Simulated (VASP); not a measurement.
# CdO: relaxation of cell and atoms with r2SCAN

CdO:

```
Cd O
1.0
     0.00000    2.36103    2.36103
     2.36103    0.00000    2.36103
     2.36103    2.36103    0.00000
Cd O
1 1
Direct
  0.00000 0.00000 0.00000
  0.50000 0.50000 0.50000
```

```
Program                : VASP 6.6.1
Task                   : relaxation of cell and atoms
Functional             : r2SCAN
Potentials or basis    : VASP PAW PBE potentials, release 64 (Cd, O)
Cutoff                 : 600 eV
k mesh                 : 12 × 12 × 12
Occupations            : gaussian, width 0.03 eV
Spin                   : no spin polarisation
Further INCAR settings : ALGO = Normal; EDIFF = 1e-07; IBRION = 2; EDIFFG = -0.005; NSW = 90; ISIF = 3
```

| Quantity | Value |
| --- | --- |
| Pressure after relaxing | 0.0 GPa |
| Band gap on the k mesh | 0.04 eV, indirect (least direct gap 1.34 eV) |

Final structure:
```
Cd O
1.0
     0.00000    2.36103    2.36103
     2.36103    0.00000    2.36103
     2.36103    2.36103    0.00000
Cd O
1 1
Direct
  0.00000 0.00000 0.00000
  0.50000 0.50000 0.50000
```

Levels at points of the mesh, in eV from the valence-band top:
| k point | band 5 | band 6 | band 7 | band 8 | band 9 | band 10 | band 11 | band 12 | band 13 |
| --- | --- | --- | --- | --- | --- | --- | --- | --- | --- |
| (0.00, 0.00, 0.00) | -6.54 | -6.54 | -1.30 | -1.30 | -1.30 | 0.04 | 15.68 | 17.66 | 17.66 |
| (0.50, 0.00, 0.00) | -6.32 | -6.32 | -3.79 | 0.00 | 0.00 | 5.06 | 7.92 | 12.74 | 12.74 |
| (0.50, 0.50, 0.00) | -6.19 | -5.89 | -4.23 | -2.26 | -2.26 | 4.50 | 9.26 | 11.72 | 14.23 |

It took 2.2 min on 1 thread of Intel(R) Xeon(R) Platinum 8488C (Sapphire Rapids), with other jobs on the host, peak memory 0.19 GiB.

Caveat: the relaxation stopped at its first step, so nothing moved; the PAW data sets were made with another functional, which shifts forces and pressure a little. r2SCAN opens gaps a little over a GGA but as a rule still falls short of measured ones.
